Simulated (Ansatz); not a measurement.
## PbS in the WC-type structure

Method: r²SCAN, scalar-relativistic; no spin polarisation; PAW, 500 eV, Γ-centred 10×10×10 mesh, 0.05 eV Gaussian smearing; code Ansatz. The datasets are Ansatz's generated set soft_2.

```cif
data_structure
_symmetry_space_group_name_H-M 'P-6m2'
_symmetry_Int_Tables_number 187
_cell_length_a 4.0482
_cell_length_b 4.0482
_cell_length_c 3.7842
_cell_angle_alpha 90.000
_cell_angle_beta 90.000
_cell_angle_gamma 120.000
_cell_volume 53.71
loop_
_atom_site_label
_atom_site_type_symbol
_atom_site_symmetry_multiplicity
_atom_site_Wyckoff_symbol
_atom_site_fract_x
_atom_site_fract_y
_atom_site_fract_z
_atom_site_occupancy
Pb1 Pb 1 a 0.00000 0.00000 0.00000 1
S1 S 1 f 0.66667 0.33333 0.50000 1
```

The start was a prototype's sites filled with these elements. The Crystallography Open Database lists the compound in space groups C2/m, Fm-3m (rock salt), so this is a trial structure.

Q: Which orbitals carry the states at the Fermi level, and how many states are there?

A: Within 0.1 eV of it: S 3p 50 %, Pb 6p 35 %, Pb 6s 14 % (shares among the projected shells). The density of states at the Fermi level is about 0.12 states/eV per cell, averaged over 0.3 eV.

Density of states (tetrahedra, averaged over 0.5 eV; states/eV per cell of 2 atoms; energy in eV from the Fermi level; projections on Löwdin-orthogonalised atomic orbitals, summed over sites):

| E | total | S 3p | Pb 6p | Pb 6s | S 3s |
| --- | --- | --- | --- | --- | --- |
| -6.60 | 0.05 | 0.00 | 0.00 | 0.03 | 0.01 |
| -6.10 | 0.00 | 0.00 | 0.00 | 0.00 | 0.00 |
| -5.60 | 0.00 | 0.00 | 0.00 | 0.00 | 0.00 |
| -5.10 | 0.00 | 0.00 | 0.00 | 0.00 | 0.00 |
| -4.60 | 0.05 | 0.03 | 0.02 | 0.00 | 0.00 |
| -4.10 | 1.17 | 0.72 | 0.41 | 0.01 | 0.01 |
| -3.60 | 1.44 | 0.90 | 0.46 | 0.04 | 0.02 |
| -3.10 | 1.38 | 0.91 | 0.37 | 0.06 | 0.02 |
| -2.60 | 1.78 | 1.30 | 0.38 | 0.07 | 0.02 |
| -2.10 | 1.92 | 1.50 | 0.30 | 0.07 | 0.02 |
| -1.60 | 1.79 | 1.50 | 0.17 | 0.09 | 0.02 |
| -1.10 | 1.20 | 0.93 | 0.10 | 0.14 | 0.02 |
| -0.60 | 1.13 | 0.86 | 0.06 | 0.18 | 0.01 |
| -0.10 | 0.16 | 0.10 | 0.03 | 0.03 | 0.00 |
| 0.40 | 0.10 | 0.01 | 0.09 | 0.00 | 0.00 |
| 0.90 | 0.16 | 0.02 | 0.14 | 0.00 | 0.00 |
| 1.40 | 0.38 | 0.06 | 0.28 | 0.00 | 0.01 |
| 1.90 | 1.19 | 0.24 | 0.79 | 0.02 | 0.07 |
| 2.40 | 1.58 | 0.28 | 1.06 | 0.04 | 0.13 |
| 2.90 | 0.61 | 0.08 | 0.44 | 0.01 | 0.04 |
| 3.40 | 1.37 | 0.23 | 0.96 | 0.01 | 0.05 |
| 3.90 | 1.53 | 0.28 | 1.09 | 0.00 | 0.03 |

Spin–orbit coupling, which matters for such heavy elements, is left out.
